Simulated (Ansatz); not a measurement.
## MoSeO (2H monolayer (Janus)): converging the G0W0 gap

How do accuracy and time trade against each other in G0W0 on MoSeO (2H monolayer (Janus))?

Main program and level: Ansatz 0.2.0; G0W0 on LDA, plane waves, PAW; PAW set soft_1.

## (1) Starting point

The cell holds 3 atoms: 1 Mo, 1 O and 1 Se. Cell: a = 3.009 Å, b = 3.009 Å, c = 28.900 Å, α = 90.0°, β = 90.0°, γ = 120.0°. Vacuum lies along c.

The structure was relaxed with LDA. The runs that relaxed it are not among those shown. The Coulomb interaction is cut off across the vacuum.

## (2) 72 empty bands, screening to 27 eV

Now the one-shot GW correction: screening in the RPA, then the self-energy of the levels asked for. This step takes PAW set soft_1 files.

input.yaml

```yaml
crystal:
  lattice:
    - [3.0092173086, 0.0, 0.0]
    - [-1.5046086543, 2.6060586348, 0.0]
    - [0.0, 0.0, 28.9]
  atoms:
    - { symbol: Mo, position: [0.3333333333, 0.6666666667, 0.5115069025] }
    - { symbol: O, position: [0.6666666667, 0.3333333333, 0.5492521945] }
    - { symbol: Se, position: [0.6666666667, 0.3333333333, 0.4507478055] }
  periodic: [true, true, false]
kpoints:
  mp_grid: { grid: [6, 6, 1] }
hamiltonian:
  xc: lda
  pseudopotentials: { kind: paw, azcp: { folder: soft_1 }, xc_functional: pbe }
scf:
  occupations: { method: fixed }
gw:
  n_empty_bands: 72
  ecut_chi: 27.0
  qp_bands: [v2, c2]
  qp_kpoints: band_edges
  screening: { model: contour_deformation }
```

Started as:

```sh
$ ansatz run input.yaml --threads 4 --pin off --max-ram 17510MiB --backend cpu --events-out ev --progress --plain --runs-dir out
```

Numbers of over 12 decimals in the logs are rounded to 6 here.

Output:

```text
Engine: ansatz 0.2.0, aarch64-unknown-linux-gnu
Pseudopotentials: kind: paw
Pseudopotential: Mo, paw, valence charge 14, recommended cutoff 420 eV (normal), soft_1/Mo.paw.azcp
Pseudopotential: O, paw, valence charge 6, recommended cutoff 420 eV (normal), soft_1/O.paw.azcp
Pseudopotential: Se, paw, valence charge 16, recommended cutoff 420 eV (normal), soft_1/Se.paw.azcp
Functional definition: SPW92
  exchange = slater_x
  correlation = pw_c
Crystal: 3 atoms, lattice volume = 226.639 Å³
Basis set: ecut = 420 eV, 4309 PW (Γ)
Bands: 22, of which v1, the nominal top of the filled ones, is band 18 counted from 1 (17 counted from 0)
Symmetry: 6 space group operations
Space group: P3m1 (ITA 156), of the structure as read, at distance tolerance 6.1e-5 Å
k-points: 7 of 36 (time reversal used)
Non-local potential: Mo, projectors of the file, l = 0: 3, l = 1: 2, l = 2: 2, l = 3: 1
Non-local potential: O, projectors of the file, l = 0: 2, l = 1: 2, l = 2: 1
Non-local potential: Se, projectors of the file, l = 0: 2, l = 1: 2, l = 2: 3, l = 3: 1
PAW form: soft (Blöchl's): semilocal exchange-correlation on the pseudo side does not see the compensation charge
PAW frozen core: Mo, regenerated for the run's functional, and the local potential with it (the file was generated under x = pbe(κ = 0.804, μ = 0.219515), c = pbe(β = 0.066725))
PAW frozen core: O, regenerated for the run's functional, and the local potential with it (the file was generated under x = pbe(κ = 0.804, μ = 0.219515), c = pbe(β = 0.066725))
PAW frozen core: Se, regenerated for the run's functional, and the local potential with it (the file was generated under x = pbe(κ = 0.804, μ = 0.219515), c = pbe(β = 0.066725))
PAW one-centre angular grid: Mo, 590 points (default); XC on 64 Gauss nodes
PAW one-centre angular grid: O, 110 points (default); XC on 64 Gauss nodes
PAW one-centre angular grid: Se, 590 points (default); XC on 64 Gauss nodes
Initial density: superposition of atomic densities (neutral atoms: chi_scale 0, normalization atom)
Initial wavefunctions: pseudopotential atomic-orbital guess
Functional: x = slater, c = lda
SCF iter   1: F=—  HF=-10785.305940 eV  |F-HF|=—  |Δ(HF+E_count)|=         —  Δρ=6.52e-2  dr2=1.19e1  ethr=3.10e-3  ⟨swp⟩=7.6  Hψ=924  notcnv=0  defer=14
preconditioner: auto → Resta (q_TF=auto, 2.008 Å⁻¹)  ε∞=1.9  [insulator: Δε(μ)=1.968 eV  Ē_g=10.904 eV  n_scr=18 (ndim 8)  ℏωp=10.5 eV  f_vac=0.775  ε∞_Penn≈1.9  vacuum switching on, ρ_ref=8.6e-3 e/Å³]
SCF iter   2: F=—  HF=-10784.181915 eV  |F-HF|=—  |Δ(HF+E_count)|=    1.12e0  Δρ=6.92e-2  dr2=1.42e1  ethr=3.10e-3  ⟨swp⟩=5.1  Hψ=541  notcnv=0  defer=14
SCF iter   3: F=—  HF=-10782.604006 eV  |F-HF|=—  |Δ(HF+E_count)|=    1.58e0  Δρ=1.57e-2  dr2=1.46e0  ethr=3.10e-3  ⟨swp⟩=4.3  Hψ=434  notcnv=0  defer=12
SCF iter   4: F=—  HF=-10782.447482 eV  |F-HF|=—  |Δ(HF+E_count)|=   1.57e-1  Δρ=1.09e-2  dr2=5.22e-1  ethr=3.10e-3  ⟨swp⟩=3.0  Hψ=265  notcnv=0  defer=13
SCF iter   5: F=—  HF=-10782.383046 eV  |F-HF|=—  |Δ(HF+E_count)|=   6.44e-2  Δρ=5.32e-3  dr2=4.34e-2  ethr=1.45e-3  ⟨swp⟩=3.3  Hψ=262  notcnv=0  defer=14
SCF iter   6: F=—  HF=-10782.376940 eV  |F-HF|=—  |Δ(HF+E_count)|=   6.11e-3  Δρ=1.13e-3  dr2=1.75e-3  ethr=1.21e-4  ⟨swp⟩=3.3  Hψ=307  notcnv=0  defer=14
SCF iter   7: F=—  HF=-10782.376971 eV  |F-HF|=—  |Δ(HF+E_count)|=   3.09e-5  Δρ=2.61e-4  dr2=1.12e-4  ethr=4.87e-6  ⟨swp⟩=3.4  Hψ=387  notcnv=0  defer=14
SCF iter   8: F=—  HF=-10782.376962 eV  |F-HF|=—  |Δ(HF+E_count)|=   8.93e-6  Δρ=9.36e-5  dr2=1.30e-5  ethr=3.10e-7  ⟨swp⟩=3.6  Hψ=356  notcnv=0  defer=14
SCF iter   9: F=—  HF=-10782.376968 eV  |F-HF|=—  |Δ(HF+E_count)|=   5.48e-6  Δρ=2.29e-5  dr2=2.28e-6  ethr=3.61e-8  ⟨swp⟩=3.9  Hψ=278  notcnv=0  defer=14
SCF iter  10: F=—  HF=-10782.376968 eV  |F-HF|=—  |Δ(HF+E_count)|=   7.10e-8  Δρ=7.04e-6  dr2=1.02e-7  ethr=6.35e-9  ⟨swp⟩=3.0  Hψ=297  notcnv=0  defer=14
SCF iter  11: F=-10782.376968 eV  HF=-10782.376968 eV  |F-HF|=2.52e-8  |Δ(HF+E_count)|=   1.00e-8  Δρ=2.31e-6  dr2=2.98e-8  ethr=2.78e-10  ⟨swp⟩=10.9  Hψ=901  notcnv=0
SCF 1 converged in 11 iterations: F = -10782.376968 eV  dr2 = 2.98e-8
  greatest PAW one-centre occupation: 1.000 electrons in one spin orbital (limit 2), on the Se atom at site 2 (counted from 0), in its partial waves of l = 2
NSCF: frozen V_eff on 7 k-points
G₀W₀ screening: q 1/7
[... further progress lines ...]
SCF converged after 11 iterations
Free energy (F): -10782.376968 eV
Harris-Foulkes:  -10782.376968 eV  (|F-HF|=2.52e-8)
Internal energy: -10782.376968 eV  (E = F + TS)
E sigma→0 (E₀):  -10782.376968 eV
Fermi energy:    -5.503126 eV
--- Per-component energies (eV) ---
  E_band       = -1146.385878
  E_kinetic    = 703.132315
  E_local      = -90987.828311  (includes V_loc(G=0)·N_el)
  E_nonlocal   = -143.768234
  E_hartree    = 45041.776454
  E_xc         = -331.305287
  E_vxc        = -401.619747  (∫ρ·V_xc dr)
  E_paw        = -5296.105420  (= ΣΔE_a)
  E_vpaw       = -399.831592  (= ΣTr[D̂ρ^β])
  E_aug_tail   = 0.000449  (compensation charges beyond the density's cutoff)
  E_ewald      = 40228.933969
  E_core_change = 2.787097  (= ΣΔE_core)
  E_smearing   = -0.000000  (= −TS)
  E_closure    = -0.000000  (closes the sum)
  Σ components = -10782.376968   (vs F -10782.376968, Δ=0.00e0)
--- Band table (eV; the first three rows and the last of 7) ---
  k-point 0: bands = [... 14 lower, -9.4562, -7.2311, -7.2311, -5.5031, -3.3495, -3.3495, -2.3765, -2.3765]
  k-point 1: bands = [... 14 lower, -9.2845, -8.1545, -7.5086, -6.0261, -3.8789, -3.2940, -3.0891, -2.2995]
  k-point 2: bands = [... 14 lower, -10.3896, -8.6464, -7.4805, -6.9085, -4.2699, -3.5828, -2.5659, -1.7139]
  k-point 6: bands = [... 14 lower, -10.4621, -9.7116, -8.5989, -6.7435, -4.6234, -3.1794, -2.2427, -1.7546]
--- G₀W₀: contour deformation, 7 samples at zero and on the imaginary axis and 2 off it, 36 q-points, 72 empty bands' worth ---
  eigenvalues of the whole cell's RPA ε∞ on this k-mesh (on a slab, of 1 + 4πα/V) = 1.1514, 3.9694, 3.9694; static W/v taken at q = 0 is 0.471228
  bands read: the sum over 90 bands ends inside a degenerate multiplet in 1 slot, whose members it reads at an even weight; the widest, k=0: bands 90 to 91 (counted from 1) at 1/2 each
  gw.qp_kpoints: band_edges: 7 of 7 stored k-points solved, in 1 pass; an edge of the gap read off the rows below is read off those points alone
  `?` marks the rows in doubt; gw_qp.tsv's column doubts and the gw_qp event give each row's grounds
    ik  band        ε_KS         Σx   Σc(E_QP)       V_xc       Z   E_QP_lin       E_QP  E_QP is
     0    17     -7.2311   -21.1055     1.8296   -20.0726  0.7293    -6.4488    -6.4344  root
     0    18     -5.5031   -21.1638     1.6482   -20.0705  0.7266    -4.9533    -4.9482  root
     0    19     -3.3495   -16.7219    -3.7876   -22.0518  0.7207    -1.7017    -1.8073  root ?
     0    20     -3.3495   -16.7219    -3.7876   -22.0518  0.7207    -1.7017    -1.8073  root ?
     1    17     -7.5086   -20.5769     1.8916   -19.4355  0.7289    -6.7714    -6.7584  root
     1    18     -6.0261   -21.8720     1.9981   -20.4602  0.7236    -5.4467    -5.4398  root
     1    19     -3.8789   -14.3613    -3.4302   -19.2211  0.7385    -2.3606    -2.4493  root
     1    20     -3.2940   -16.4337    -3.4878   -21.4028  0.7208    -1.7120    -1.8127  root ?
     2    17     -7.4805   -20.3160     2.1642   -18.7438  0.7336    -6.8986    -6.8885  root
     2    18     -6.9085   -21.1932     2.2783   -19.4515  0.7158    -6.3800    -6.3719  root
     2    19     -4.2699   -14.5778    -3.5140   -19.5016  0.7335    -2.7733    -2.8601  root
     2    20     -3.5828   -16.3026    -3.6298   -21.5077  0.7228    -1.8898    -2.0075  root ?
     3    17     -7.2906   -20.3380     2.3765   -18.4252  0.7413    -6.8319    -6.8268  root
     3    18     -6.6760   -21.1916     2.2400   -19.4094  0.7228    -6.2229    -6.2181  root
     3    19     -4.0785   -14.7766    -3.8925   -20.1392  0.7243    -2.4994    -2.6085  root ?
     3    20     -3.4783   -17.0204    -4.0248   -22.7281  0.7178    -1.6421    -1.7955  root ?
     4    17     -8.1350   -19.3338     2.2896   -17.5128  0.7287    -7.6711    -7.6664  root
     4    18     -6.5910   -21.5362     2.1745   -19.9708  0.7242    -5.9902    -5.9820  root
     4    19     -4.3652   -14.7576    -3.2877   -19.4722  0.7380    -2.8568    -2.9384  root
     4    20     -3.5250   -15.3955    -3.7598   -20.6780  0.7212    -1.8988    -2.0024  root ?
     5    17     -8.4998   -21.2955     3.2679   -18.2342  0.7130    -8.2945    -8.2932  root
     5    18     -6.6490   -20.6612     1.8282   -19.5119  0.7286    -5.9796    -5.9700  root
     5    19     -4.2622   -15.3433    -3.5089   -20.3086  0.7266    -2.7074    -2.8058  root
     5    20     -3.4042   -16.0720    -3.9492   -21.5985  0.7149    -1.7141    -1.8269  root ?
     6    17     -8.5989   -22.4185     3.6024   -18.9880  0.7015    -8.4279    -8.4270  root
     6    18     -6.7435   -19.8383     1.3714   -19.2830  0.7307    -5.9404    -5.9273  root
     6    19     -4.6234   -16.1670    -3.3501   -21.0827  0.7258    -2.9580    -3.0577  root
     6    20     -3.1794   -14.6817    -3.8199   -19.9253  0.7233    -1.6718    -1.7558  root
```

Run time: 15 s. Hardware: 4 threads of Arm Neoverse V1, shared host; peak memory 0.71 GiB.

This step gave:

```yaml
bands_summed: 90
plane_waves_in_the_screening_matrix: 91
q_points_in_the_mesh: 36
g0w0_gap_on_the_mesh: 1.890 eV
k_of_the_valence_top: 0, 0, 0
k_of_the_conduction_bottom: 0.3333, 0.3333, 0
starting_gap_on_the_mesh: 0.8797 eV
z_at_the_valence_top: 0.7266
z_at_the_conduction_bottom: 0.7258
least_direct_g0w0_gap_on_the_computed_points: 2.870 eV
```

The gap on the mesh goes from 0.88 eV to 1.89 eV, a correction of +1.01 eV. Between the two edge states, bare exchange in place of the xc potential would open the gap by 6.01 eV, and correlation takes back 5.00 eV.

## (3) 204 empty bands, screening to 54 eV

Another rung: the empty bands reach about as high as the screening cutoff, so the two stay in balance.

input.yaml: that of step 2 with these lines changed.

```diff
@@ -18,4 +18,4 @@
 gw:
-  n_empty_bands: 72
-  ecut_chi: 27.0
+  n_empty_bands: 204
+  ecut_chi: 54.0
   qp_bands: [v2, c2]
```

Output:

```text
[...]
Crystal: 3 atoms, lattice volume = 226.639 Å³
Basis set: ecut = 420 eV, 4309 PW (Γ)
Bands: 22, of which v1, the nominal top of the filled ones, is band 18 counted from 1 (17 counted from 0)
Symmetry: 6 space group operations
[...]
k-points: 7 of 36 (time reversal used)
[...]
SCF iter   1: F=—  HF=-10785.305940 eV  |F-HF|=—  |Δ(HF+E_count)|=         —  Δρ=6.52e-2  dr2=1.19e1  ethr=3.10e-3  ⟨swp⟩=7.6  Hψ=924  notcnv=0  defer=14
[...]
SCF iter  11: F=-10782.376968 eV  HF=-10782.376968 eV  |F-HF|=2.52e-8  |Δ(HF+E_count)|=   1.00e-8  Δρ=2.31e-6  dr2=2.98e-8  ethr=2.78e-10  ⟨swp⟩=10.9  Hψ=901  notcnv=0
SCF 1 converged in 11 iterations: F = -10782.376968 eV  dr2 = 2.98e-8
[...]
NSCF: frozen V_eff on 7 k-points
G₀W₀ screening: q 1/7
[... further progress lines ...]
SCF converged after 11 iterations
Free energy (F): -10782.376968 eV
[...]
Internal energy: -10782.376968 eV  (E = F + TS)
E sigma→0 (E₀):  -10782.376968 eV
Fermi energy:    -5.503126 eV
[...]
--- Band table (eV; the first three rows and the last of 7) ---
  k-point 0: bands = [... 14 lower, -9.4562, -7.2311, -7.2311, -5.5031, -3.3495, -3.3495, -2.3765, -2.3765]
  k-point 1: bands = [... 14 lower, -9.2845, -8.1545, -7.5086, -6.0261, -3.8789, -3.2940, -3.0891, -2.2995]
  k-point 2: bands = [... 14 lower, -10.3896, -8.6464, -7.4805, -6.9085, -4.2699, -3.5828, -2.5659, -1.7139]
  k-point 6: bands = [... 14 lower, -10.4621, -9.7116, -8.5989, -6.7435, -4.6234, -3.1794, -2.2427, -1.7546]
[...]
0    17     -7.2311   -21.1055     1.4206   -20.0726  0.7210    -6.8469    -6.8433  root
     0    18     -5.5031   -21.1638     1.4464   -20.0705  0.7153    -5.1521    -5.1500  root
     0    19     -3.3495   -16.7219    -4.1027   -22.0518  0.7089    -2.0662    -2.1224  root
     0    20     -3.3495   -16.7219    -4.1027   -22.0518  0.7089    -2.0662    -2.1224  root
     1    17     -7.5086   -20.5769     1.4731   -19.4355  0.7208    -7.1795    -7.1769  root
     1    18     -6.0261   -21.8720     1.7780   -20.4602  0.7123    -5.6626    -5.6599  root
     1    19     -3.8789   -14.3613    -3.7618   -19.2211  0.7300    -2.7356    -2.7809  root
     1    20     -3.2940   -16.4337    -3.8095   -21.4028  0.7100    -2.0798    -2.1344  root
[...]
6    17     -8.5989   -22.4185     3.4981   -18.9880  0.6917    -8.5314    -8.5312  root
     6    18     -6.7435   -19.8383     0.9534   -19.2830  0.7219    -6.3486    -6.3453  root
     6    19     -4.6234   -16.1670    -3.7586   -21.0827  0.7166    -3.4186    -3.4663  root
     6    20     -3.1794   -14.6817    -4.1328   -19.9253  0.7139    -2.0254    -2.0686  root
```

It took 52 s on 4 threads; peak memory 1.5 GiB; 3.3 min of CPU time.

Numbers from this step:

```yaml
bands_summed: 222
plane_waves_in_the_screening_matrix: 197
q_points_in_the_mesh: 36
g0w0_gap_on_the_mesh: 1.684 eV
k_of_the_valence_top: 0, 0, 0
k_of_the_conduction_bottom: 0.3333, 0.3333, 0
starting_gap_on_the_mesh: 0.8797 eV
z_at_the_valence_top: 0.7153
z_at_the_conduction_bottom: 0.7166
least_direct_g0w0_gap_on_the_computed_points: 2.879 eV
```

Against the run with 6×6×1 mesh, 72 empty bands, screening to 27 eV, PAW set soft_1 files, the gap moves by −0.21 eV.

## (4) 439 empty bands, screening to 90 eV

input.yaml: that of step 3 with these lines changed.

```diff
@@ -17,5 +17,6 @@
   occupations: { method: fixed }
+  convergence: { dr2_threshold: 1.0e-10 }
 gw:
-  n_empty_bands: 204
-  ecut_chi: 54.0
+  n_empty_bands: 439
+  ecut_chi: 90.0
   qp_bands: [v2, c2]
```

Output:

```text
[...]
Crystal: 3 atoms, lattice volume = 226.639 Å³
Basis set: ecut = 420 eV, 4309 PW (Γ)
Bands: 22, of which v1, the nominal top of the filled ones, is band 18 counted from 1 (17 counted from 0)
Symmetry: 6 space group operations
[...]
k-points: 7 of 36 (time reversal used)
[...]
1    20     -3.2937   -16.4338    -4.0412   -21.4029  0.7047    -2.3338    -2.3658  root
[...]
6    17     -8.5987   -22.4183     3.3058   -18.9879  0.6889    -8.7237    -8.7233  root
     6    18     -6.7433   -19.8382     0.7140   -19.2830  0.7180    -6.5850    -6.5844  root
     6    19     -4.6231   -16.1670    -3.9884   -21.0827  0.7107    -3.6677    -3.6957  root
     6    20     -3.1792   -14.6817    -4.3337   -19.9252  0.7095    -2.2414    -2.2694  root
[key lines of the parts left out:]
SCF converged after 15 iterations
Free energy (F): -10782.376968 eV
Fermi energy:    -5.502906 eV
```

Wall time 4.1 min (4 threads); peak memory 3.6 GiB.

This step gave:

| Property | Result |
| --- | --- |
| bands summed | 457 |
| plane waves in the screening matrix | 447 |
| G0W0 gap on the mesh | 1.655 eV |
| k of the valence top | 0, 0, 0 |
| k of the conduction bottom | 0.3333, 0.3333, 0 |
| starting gap on the mesh | 0.8798 eV |
| least direct G0W0 gap on the computed points | 2.865 eV |

Against the run with 6×6×1 mesh, 204 empty bands, screening to 54 eV, PAW set soft_1 files, the gap moves by −0.03 eV.

## (5) 807 empty bands, screening to 135 eV

input.yaml: that of step 4 with these lines changed.

```diff
@@ -17,6 +17,5 @@
   occupations: { method: fixed }
-  convergence: { dr2_threshold: 1.0e-10 }
 gw:
-  n_empty_bands: 439
-  ecut_chi: 90.0
+  n_empty_bands: 807
+  ecut_chi: 135.0
   qp_bands: [v2, c2]
```

Output:

```text
[...]
Crystal: 3 atoms, lattice volume = 226.639 Å³
Basis set: ecut = 420 eV, 4309 PW (Γ)
Bands: 22, of which v1, the nominal top of the filled ones, is band 18 counted from 1 (17 counted from 0)
Symmetry: 6 space group operations
[...]
k-points: 7 of 36 (time reversal used)
[...]
1    20     -3.2940   -16.4337    -4.2034   -21.4028  0.7017    -2.5070    -2.5283  root
[...]
6    17     -8.5989   -22.4185     3.1436   -18.9880  0.6879    -8.8878    -8.8858  root
     6    18     -6.7435   -19.8383     0.5601   -19.2830  0.7159    -6.7387    -6.7387  root
     6    19     -4.6234   -16.1670    -4.1313   -21.0827  0.7068    -3.8179    -3.8390  root
     6    20     -3.1794   -14.6817    -4.4710   -19.9253  0.7077    -2.3868    -2.4069  root
[key lines of the parts left out:]
SCF converged after 11 iterations
Free energy (F): -10782.376968 eV
Fermi energy:    -5.503126 eV
```

Run time: 18 min. Hardware: 4 threads; peak memory 7.8 GiB; 68 min of CPU time.

Numbers from this step:

```
bands summed                                 : 825
plane waves in the screening matrix          : 793
G0W0 gap on the mesh                         : 1.676 eV
k of the valence top                         : 0, 0, 0
k of the conduction bottom                   : 0.3333, 0.3333, 0
starting gap on the mesh                     : 0.8797 eV
least direct G0W0 gap on the computed points : 2.878 eV
```

Against the run with 6×6×1 mesh, 439 empty bands, screening to 90 eV, PAW set soft_1 files, the gap moves by +0.02 eV.

[end of part 1 of 2]

[Paths, hosts, dates, memory and timing lines, banners, echoed tables and standing remarks are left out of the program output.]

[Logs are printed without paths, hosts, clocks, repeated set-up lines and the standing remarks that a program may print on its own settings, such as how far it seeks lower states.]

[Runs of the session that timed out or met a known fault of the program may be left out.]

[Cells called generated may have been cut or substituted from an entry of the Crystallography Open Database or the Materials Project.]

[Hosts, paths, dates, database ids (printed as entryN), source tags and the programs' standing remarks are cut or masked in the printed files.]
